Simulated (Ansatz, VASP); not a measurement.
**CaS (Oldhamite): VASP beside Ansatz**

The input INCAR:

```
SYSTEM = CaS
PREC = Accurate
ENCUT = 520
EDIFF = 1E-7
ISMEAR = -1
SIGMA = 0.05
LREAL = .False.
LASPH = .True.
NELM = 100
ALGO = Normal
ISIF = 2
LWAVE = .False.
LCHARG = .False.
GGA = PS
NBANDS = 15
```

Contents of KPOINTS:

```
regular mesh
0
Gamma
  8 8 8
  0 0 0
```

File POSCAR:

```
CaS
1.0
    0.0000000000      2.8618283633      2.8618283633
    2.8618283633      0.0000000000      2.8618283633
    2.8618283633      2.8618283633      0.0000000000
Ca S
1 1
Direct
    0.0000000000      0.0000000000      0.0000000000
    0.5000000000      0.5000000000      0.5000000000
```

input.yaml

```yaml
crystal:
  lattice:
    - [0.0, 2.8618283633, 2.8618283633]
    - [2.8618283633, 0.0, 2.8618283633]
    - [2.8618283633, 2.8618283633, 0.0]
  atoms:
    - { symbol: Ca, position: [0.0, 0.0, 0.0] }
    - { symbol: S, position: [0.5, 0.5, 0.5] }
hamiltonian:
  xc: pbesol
  pseudopotentials: { kind: paw }
kpoints:
  mp_grid: { grid: [8, 8, 8] }
scf:
  occupations: { method: fermi_dirac, width: 0.05 }
output:
  forces: true
  stress: true
  eigenvalues: true
```

Change from the starting cell: volume scaled by 1.02.

Alike in both runs: task single point; functional PBEsol; k mesh 8 × 8 × 8; occupations fermi-dirac, width 0.05 eV; no spin polarisation.

```csv
,VASP,Ansatz
version,VASP 6.6.1,Ansatz 0.2.0
potentials or method,"VASP PAW PBE potentials, release 64 (Ca_sv, S)",Ansatz PAW
plane-wave cutoff (eV),520,420
valence electrons in the cell,16,16
```

Ansatz gave:

```
gap on the k mesh at the Fermi level (eV) : 2.27
least direct gap on the mesh (eV)         : 3.08
pressure (GPa)                            : -2.7
```

Question: Which values does VASP return?

Answer: gap on the k mesh at the Fermi level (eV): 2.27; least direct gap on the mesh (eV): 3.08; pressure (GPa): -2.5.

With one functional, cell and mesh, what is left measures potentials, basis and numerics.

Caveats: the PAW data sets were made with another functional, which shifts forces and pressure a little (VASP); the PAW data sets come from PBE, with cores solved anew for the run's functional, which leaves a small shift of forces and pressure (Ansatz). A k mesh can miss the band edges.
